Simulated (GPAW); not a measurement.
MoS2:

```xyz
6
Lattice="3.1690 0.0000 0.0000 -1.5845 2.7444 0.0000 0.0000 0.0000 12.3240" Properties=species:S:1:pos:R:3 pbc="T T T"
Mo    1.5845    0.9148    9.2430
Mo    0.0000    1.8296    3.0810
S     1.5845    0.9148    4.6461
S     0.0000    1.8296   10.8081
S     1.5845    0.9148    1.5159
S     0.0000    1.8296    7.6779
```

- Program: GPAW 26.7.0
- Task: relaxation of cell and atoms
- Functional: BP86
- Dispersion: D3(BJ)
- Potentials or basis: PAW data sets generated in the run's folder for this functional
- Cutoff: 600 eV
- Basis: pw
- k mesh: 6 × 6 × 2
- Occupations: fermi-dirac, width 0.05 eV
- Spin: no spin polarisation

At the start: pressure -5.4 GPa; volume 17.86 Å³/atom.

Problem. Where does the relaxation end?

Solution. Over 11 steps the energy falls by 34.2 meV/atom and the volume is 16.15 Å³/atom (-9.6 %); space group P6_3/mmc (No. 194, to 0.05 Å).

Step by step:
| step | energy change (eV) | largest force (eV/Å) | pressure (GPa) | volume (Å³) |
| --- | --- | --- | --- | --- |
| 1 | 0.0000 | 0.0191 | -5.42 | 107.18 |
| 2 | -0.0144 | 0.0562 | -4.81 | 106.72 |
| 3 | -0.0782 | 0.5508 | 0.03 | 102.89 |
| 4 | -0.0948 | 0.5306 | 0.60 | 101.92 |
| 5 | -0.1402 | 0.1641 | 1.22 | 98.63 |
| 6 | -0.1468 | 0.0253 | 0.49 | 98.55 |
| 7 | -0.1560 | 0.1343 | -0.54 | 98.53 |
| 8 | -0.1689 | 0.2639 | -1.38 | 98.29 |
| 9 | -0.1881 | 0.3374 | -1.84 | 97.62 |
| 10 | -0.2003 | 0.2312 | -1.32 | 97.11 |
| 11 | -0.2052 | 0.0518 | -0.39 | 96.92 |

Final structure:
```cif
data_structure
_symmetry_space_group_name_H-M 'P 1'
_symmetry_Int_Tables_number 1
_cell_length_a 3.1192
_cell_length_b 3.1192
_cell_length_c 11.5029
_cell_angle_alpha 90.000
_cell_angle_beta 90.000
_cell_angle_gamma 120.000
_cell_volume 96.92
loop_
_atom_site_label
_atom_site_type_symbol
_atom_site_fract_x
_atom_site_fract_y
_atom_site_fract_z
_atom_site_occupancy
Mo1 Mo 0.66667 0.33333 0.75000 1
Mo2 Mo 0.33333 0.66667 0.25000 1
S1 S 0.66667 0.33333 0.38629 1
S2 S 0.33333 0.66667 0.88629 1
S3 S 0.66667 0.33333 0.11371 1
S4 S 0.33333 0.66667 0.61371 1
```

Caveat: the k mesh is coarse; later steps reuse the first step's grids.
